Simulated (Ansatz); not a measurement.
# BP (F-43m) in Ansatz: further runs

Runs on BP. Level: PBE+D3(BJ). Tasks: single point, equation of state.

Program: Ansatz 0.2.0. These are calculated values, not measurements. Logs are shortened: lines on timing, memory, paths and dates and some standing lists are left out, and cuts for length are marked.

**Experimental background.**

“Equation of state of single-crystal cubic boron phosphide”, 2014, arxiv:1407.1677 reports, for a bulk crystal of BP at 300 K: bulk modulus 179 ± 1 GPa.

The runs below are set against these values where they give the same quantity.

## (1) Starting point

It takes space group F-43m (No. 216, cubic). The conventional cell has a = 4.538 Å, b = 4.538 Å, c = 4.538 Å, α = 90.00°, β = 90.00°, γ = 90.00°. P (site symmetry -43m) is surrounded by 4 B at 1.97 Å. B (site symmetry -43m) has 4 P at 1.97 Å as nearest neighbours.

## (2) Single point, PBE+D3(BJ), 10.98 Å³/atom (volume scaled by 0.94)

Contents of input.yaml:

```yaml
crystal:
  lattice:
    - [0.0, 2.2226808807, 2.2226808807]
    - [2.2226808807, 0.0, 2.2226808807]
    - [2.2226808807, 2.2226808807, 0.0]
  atoms:
    - { symbol: P, position: [0.75, 0.75, 0.75] }
    - { symbol: B, position: [0.0, 0.0, 0.0] }
hamiltonian:
  xc: pbe
  pseudopotentials: { kind: paw }
  dispersion: d3bj
kpoints:
  mp_grid: { grid: [10, 10, 10] }
scf:
  occupations: { method: fermi_dirac, width: 0.05 }
output:
  forces: true
  stress: true
  eigenvalues: true
```

Potentials or basis: Ansatz PAW.

On the command line:

```sh
$ ansatz run input.yaml --threads 2 --pin off --max-ram 5120MiB --backend cpu --events-out ev --progress --plain --runs-dir out
```

Standard output:

```text
Warning: RAYON_NUM_THREADS=2 ignored (pool sized by the plan → 2); use --threads N
Engine: ansatz 0.2.0, x86_64-unknown-linux-gnu
Pseudopotentials: kind: paw
Pseudopotential: P, paw, valence charge 5, recommended cutoff 420 eV (normal), P.paw.azcp
Pseudopotential: B, paw, valence charge 3, recommended cutoff 420 eV (normal), B.paw.azcp
Functional definition: PBE
  parameter kappa = 0.804
  parameter beta = 0.06672455060314922
  exchange = pbe_x(kappa = kappa, mu = beta*pi^2/3)
  correlation = pbe_c(beta = beta)
Crystal: 2 atoms, lattice volume = 21.961 Å³
Basis set: ecut = 420 eV, 411 PW (Γ), exchange–correlation on 48×48×48 points (8 copies of the dense FFT grid, shifted against one another)
Bands: 8, of which v1, the nominal top of the filled ones, is band 4 counted from 1 (3 counted from 0)
Symmetry: 24 space group operations
Space group: F-43m (ITA 216), of the structure as read, at distance tolerance 2.8e-5 Å
k-points: 47 of 1000 (time reversal used)
Non-local potential: P, projectors of the file, l = 0: 2, l = 1: 2, l = 2: 2
Non-local potential: B, projectors of the file, l = 0: 2, l = 1: 2, l = 2: 1
PAW form: soft (Blöchl's): semilocal exchange-correlation on the pseudo side does not see the compensation charge
PAW one-centre angular grid: P, 110 points (default); XC on 64 Gauss nodes
PAW one-centre angular grid: B, 110 points (default); XC on 64 Gauss nodes
Initial density: superposition of atomic densities (neutral atoms: chi_scale 0, normalization atom), corrected by the library's trained network
Initial wavefunctions: pseudopotential atomic-orbital guess
Functional: x = pbe(κ = 0.804, μ = 0.2195149727645171), c = pbe(β = 0.06672455060314922)
SCF iter   1: F=—  HF=-913.076631 eV  |F-HF|=—  |Δ(HF+E_count)|=         —  Δρ=1.75e-3  dr2=4.97e-4  ethr=1.77e-3  ⟨swp⟩=6.1  Hψ=3467  notcnv=0
preconditioner: auto → none  [insulator: Δε(μ)=1.151 eV  Ē_g=13.266 eV  σ=0.050 eV  W_gap=1.00  n_scr=0 (ndim 8)  ℏωp=22.4 eV  f_vac=0.000  D(μ)=0.00/eV (n_scr^D=0)  ε∞_Penn≈3.9]
SCF iter   2: F=—  HF=-913.076740 eV  |F-HF|=—  |Δ(HF+E_count)|=   1.09e-4  Δρ=9.11e-4  dr2=1.55e-4  ethr=6.22e-6  ⟨swp⟩=2.4  Hψ=932  notcnv=0
SCF iter   3: F=—  HF=-913.076727 eV  |F-HF|=—  |Δ(HF+E_count)|=   1.25e-5  Δρ=4.02e-4  dr2=1.47e-5  ethr=1.94e-6  ⟨swp⟩=2.0  Hψ=555  notcnv=0
SCF iter   4: F=—  HF=-913.076749 eV  |F-HF|=—  |Δ(HF+E_count)|=   2.23e-5  Δρ=9.84e-5  dr2=2.03e-6  ethr=1.84e-7  ⟨swp⟩=2.0  Hψ=564  notcnv=0
iter 5 did not close the SCF: its close was put off for the readings that it lacked (scf_convergence_deferred on its scf_iter line)
SCF iter   5: F=-913.076749 eV  HF=-913.076749 eV  |F-HF|=3.11e-10  |Δ(HF+E_count)|=   1.06e-8  Δρ=7.18e-6  dr2=9.77e-9  ethr=2.54e-8  ⟨swp⟩=2.3  Hψ=547  notcnv=0
SCF iter   6: F=-913.076749 eV  HF=-913.076749 eV  |F-HF|=7.57e-10  |Δ(HF+E_count)|=   6.73e-9  Δρ=2.36e-6  dr2=1.37e-9  ethr=1.22e-10  ⟨swp⟩=2.6  Hψ=1790  notcnv=0
SCF 1 converged in 6 iterations: F = -913.076749 eV  dr2 = 1.37e-9
SCF converged after 6 iterations
Free energy (F): -913.076749 eV
Harris-Foulkes:  -913.076749 eV  (|F-HF|=7.57e-10)
Internal energy: -913.076749 eV  (E = F + TS)
E sigma→0 (E₀):  -913.076749 eV
Entropy (-TS):   -0.000000 eV (-0.000 meV/atom)
Fermi energy:    10.686501 eV
--- Per-component energies (eV) ---
  E_band       = 27.142081
  E_kinetic    = 124.877364
  E_local      = -63.532313  (includes V_loc(G=0)·N_el)
  E_nonlocal   = 45.461298
  E_hartree    = 16.295448
  E_xc         = -95.917377
  E_vxc        = -101.906275  (∫ρ·V_xc dr)
  E_paw        = -648.131870  (= ΣΔE_a)
  E_vpaw       = -10.348853  (= ΣTr[D̂ρ^β])
  E_aug_tail   = 0.000001  (compensation charges beyond the density's cutoff)
  E_ewald      = -291.440962
  E_disp       = -0.688338  (pairwise vdW)
  E_smearing   = -0.000000  (= −TS)
  E_closure    = 0.000000  (closes the sum)
  Σ components = -913.076749   (vs F -913.076749, Δ=0.00e0)
--- Forces (eV/Å), atoms counted from 1 ---
  atom   1  P      0.00000000    -0.00000000     0.00000000
  atom   2  B     -0.00000000    -0.00000000     0.00000000
  max |Σ_I F_I| component: 3.70e-16 eV/Å
--- Stress (GPa, compression-positive) ---
        7.668387      -0.000000      -0.000000
        0.000000       7.668387       0.000000
        0.000000       0.000000       7.668387
  P = ⅓ Tr σ = 7.6684 GPa (76.684 kbar)
--- Band table (eV; the first three rows and the last of 47) ---
  k-point 0: bands = ["-5.8906", "10.1285", "10.1285", "10.1285", "13.6322", "13.6322", "13.6322", "18.4592"]
  k-point 1: bands = ["-5.7012", "8.7831", "9.8186", "9.8186", "14.0610", "14.0610", "14.1243", "18.9133"]
  k-point 2: bands = ["-5.1395", "6.3495", "9.2346", "9.2346", "14.4250", "14.8000", "14.8000", "19.8905"]
  k-point 46: bands = ["-0.4126", "1.7343", "4.2560", "4.4189", "14.7303", "15.6889", "18.7068", "19.1800"]
```

It took 0.87 s on 2 threads of Intel Xeon Platinum 8259CL at 2.50GHz (Skylake/Cascade Lake), shared host; peak memory 0.39 GiB.

Results:

* Free energy: -913.0767 eV
* Pressure: 7.7 GPa
* Band gap on the k mesh: 1.16 eV, indirect (least direct gap 3.50 eV)

## (3) Single point, PBE+D3(BJ), 11.21 Å³/atom (volume scaled by 0.96)

input.yaml: that of step 2 with these lines changed.

```diff
@@ -2,5 +2,5 @@
   lattice:
-    - [0.0, 2.2226808807, 2.2226808807]
-    - [2.2226808807, 0.0, 2.2226808807]
-    - [2.2226808807, 2.2226808807, 0.0]
+    - [0.0, 2.2383340787, 2.2383340787]
+    - [2.2383340787, 0.0, 2.2383340787]
+    - [2.2383340787, 2.2383340787, 0.0]
   atoms:
```

Potentials or basis: Ansatz PAW.

On the command line:

```sh
$ ansatz run input.yaml --threads 2 --pin off --max-ram 5120MiB --backend cpu --events-out ev --progress --plain --runs-dir out
```

It took 0.94 s on 2 threads of Intel Xeon Platinum 8259CL at 2.50GHz (Skylake/Cascade Lake), shared host; peak memory 0.38 GiB.

Results (log left out):

| Quantity | Value |
| --- | --- |
| Free energy | -913.0931 eV |
| Pressure | 3.6 GPa |
| Band gap on the k mesh | 1.19 eV, indirect (least direct gap 3.47 eV) |

## (4) Single point, PBE+D3(BJ), 11.45 Å³/atom (volume scaled by 0.98)

input.yaml: that of step 3 with these lines changed.

```diff
@@ -2,5 +2,5 @@
   lattice:
-    - [0.0, 2.2383340787, 2.2383340787]
-    - [2.2383340787, 0.0, 2.2383340787]
-    - [2.2383340787, 2.2383340787, 0.0]
+    - [0.0, 2.2537713532, 2.2537713532]
+    - [2.2537713532, 0.0, 2.2537713532]
+    - [2.2537713532, 2.2537713532, 0.0]
   atoms:
@@ -20 +20,5 @@
   eigenvalues: true
+  write_density: true
+  write_potential: true
+  elf: true
+  volumetric_format: npy
```

On the command line:

```sh
$ ansatz run input.yaml --threads 2 --pin off --max-ram 5120MiB --backend cpu --events-out ev --progress --plain --runs-dir out
```

Wall time 1.1 s (2 threads of Intel Xeon Platinum 8259CL at 2.50GHz (Skylake/Cascade Lake), shared host); peak memory 0.39 GiB.

It converged, with:

* Free energy: -913.0983 eV
* Pressure: 0.0 GPa
* Band gap on the k mesh: 1.22 eV, indirect (least direct gap 3.43 eV)

## (5) Single point, PBE+D3(BJ), 11.68 Å³/atom

Contents of input.yaml:

```yaml
crystal:
  lattice:
    - [0.0, 2.269, 2.269]
    - [2.269, 0.0, 2.269]
    - [2.269, 2.269, 0.0]
  atoms:
    - { symbol: P, position: [0.75, 0.75, 0.75] }
    - { symbol: B, position: [0.0, 0.0, 0.0] }
hamiltonian:
  xc: pbe
  pseudopotentials: { kind: paw }
  dispersion: d3bj
kpoints:
  mp_grid: { grid: [10, 10, 10] }
scf:
  occupations: { method: fermi_dirac, width: 0.05 }
output:
  forces: true
  stress: true
  eigenvalues: true
```

On the command line:

```sh
$ ansatz run input.yaml --threads 2 --pin off --max-ram 5120MiB --backend cpu --events-out ev --progress --plain --runs-dir out
```

Wall time 0.87 s (2 threads of Intel Xeon Platinum 8259CL at 2.50GHz (Skylake/Cascade Lake), shared host); peak memory 0.38 GiB.

It converged, with:

```yaml
Free_energy: -913.0934 eV
Pressure: -3.3 GPa
Band_gap_on_the_k_mesh: 1.24 eV, indirect (least direct gap 3.40 eV)
```

## (6) Single point, PBE+D3(BJ), 11.92 Å³/atom (volume scaled by 1.02)

input.yaml: that of step 5 with these lines changed.

```diff
@@ -2,5 +2,5 @@
   lattice:
-    - [0.0, 2.269, 2.269]
-    - [2.269, 0.0, 2.269]
-    - [2.269, 2.269, 0.0]
+    - [0.0, 2.284026928, 2.284026928]
+    - [2.284026928, 0.0, 2.284026928]
+    - [2.284026928, 2.284026928, 0.0]
   atoms:
```

Potentials or basis: Ansatz PAW.

On the command line:

```sh
$ ansatz run input.yaml --threads 2 --pin off --max-ram 5120MiB --backend cpu --events-out ev --progress --plain --runs-dir out
```

It took 0.94 s on 2 threads of Intel Xeon Platinum 8259CL at 2.50GHz (Skylake/Cascade Lake), shared host; peak memory 0.39 GiB.

It converged, with:

| Item | Value |
| --- | --- |
| Free energy | -913.0793 eV |
| Pressure | -6.3 GPa |
| Band gap on the k mesh | 1.27 eV, indirect (least direct gap 3.38 eV) |

## (7) Single point, PBE+D3(BJ), 12.15 Å³/atom (volume scaled by 1.04)

input.yaml: that of step 6 with these lines changed.

```diff
@@ -2,5 +2,5 @@
   lattice:
-    - [0.0, 2.284026928, 2.284026928]
-    - [2.284026928, 0.0, 2.284026928]
-    - [2.284026928, 2.284026928, 0.0]
+    - [0.0, 2.2988586873, 2.2988586873]
+    - [2.2988586873, 0.0, 2.2988586873]
+    - [2.2988586873, 2.2988586873, 0.0]
   atoms:
@@ -20 +20,5 @@
   eigenvalues: true
+  write_density: true
+  write_potential: true
+  elf: true
+  volumetric_format: npy
```

On the command line:

```sh
$ ansatz run input.yaml --threads 2 --pin off --max-ram 5120MiB --backend cpu --events-out ev --progress --plain --runs-dir out
```

Run time: 1.3 s. Hardware: 2 threads of Intel Xeon Platinum 8259CL at 2.50GHz (Skylake/Cascade Lake), shared host; peak memory 0.4 GiB.

Results (log left out):

| Quantity | Value |
| --- | --- |
| Free energy | -913.0568 eV |
| Pressure | -9.0 GPa |
| Band gap on the k mesh | 1.30 eV, indirect (least direct gap 3.35 eV) |

## (8) Single point, PBE+D3(BJ), 12.38 Å³/atom (volume scaled by 1.06)

input.yaml: that of step 7 with these lines changed.

```diff
@@ -2,5 +2,5 @@
   lattice:
-    - [0.0, 2.2988586873, 2.2988586873]
-    - [2.2988586873, 0.0, 2.2988586873]
-    - [2.2988586873, 2.2988586873, 0.0]
+    - [0.0, 2.3135014941, 2.3135014941]
+    - [2.3135014941, 0.0, 2.3135014941]
+    - [2.3135014941, 2.3135014941, 0.0]
   atoms:
```

On the command line:

```sh
$ ansatz run input.yaml --threads 2 --pin off --max-ram 5120MiB --backend cpu --events-out ev --progress --plain --runs-dir out
```

It took 1.4 s on 2 threads of Intel Xeon Platinum 8259CL at 2.50GHz (Skylake/Cascade Lake), shared host; peak memory 0.39 GiB.

Results (log left out):

```
Free energy            : -913.0268 eV
Pressure               : -11.5 GPa
Band gap on the k mesh : 1.32 eV, indirect (least direct gap 3.32 eV)
```

## (9) Equation of state, PBE+D3(BJ)

Potentials or basis: Ansatz PAW.

This step only gathers the single runs of the series.

What came out:

```
Equilibrium volume                      : 11.45 Å³/atom
Bulk modulus                            : 170 GPa
Pressure derivative of the bulk modulus : 3.8
```

Energy against volume, from the lowest point:
| volume (Å³/atom) | energy (meV/atom) |
| --- | --- |
| 10.981 | 10.80 |
| 11.214 | 2.60 |
| 11.448 | 0.00 |
| 11.682 | 2.45 |
| 11.915 | 9.52 |
| 12.149 | 20.75 |
| 12.383 | 35.76 |

## (10) Comparison with measurements

Step 9. A measured bulk modulus of BP is 179 GPa (300 K; “Equation of state of single-crystal cubic boron phosphide”, 2014, arxiv:1407.1677); the calculated 170 GPa misses it by -4.9 %. 3 values of this kind are on record (173 to 179 GPa); this one was drawn at random among those near their median, those with a stated uncertainty first. The fit is for a static lattice scaled at fixed shape and fixed fractional positions.
